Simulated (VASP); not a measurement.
AlN:

```xyz
4
Lattice="3.1128 0.0000 0.0000 -1.5564 2.6958 0.0000 0.0000 0.0000 4.9828" Properties=species:S:1:pos:R:3 pbc="T T T"
Al    0.0000    1.7972    4.9655
Al    1.5564    0.8986    2.4741
N     0.0000    1.7972    1.8859
N     1.5564    0.8986    4.3773
```

The cell was built by a generator and needn't be a form met in nature.

Base run:

```yaml
Program: VASP 6.6.1
Functional: TB-mBJ
Potentials_or_basis: VASP PAW PBE potentials, release 64 (Al, N)
Cutoff: 520 eV
k_mesh: 12 × 12 × 5
Occupations: gaussian, width 0.03 eV
Spin: no spin polarisation
```

Its results: band gap on the k mesh 5.35 eV, direct.

**Question.** The run is repeated on the same cell with these changes: functional from TB-mBJ to PBEsol. What comes out?

**Answer.** Band gap on the k mesh 4.12 eV, direct.
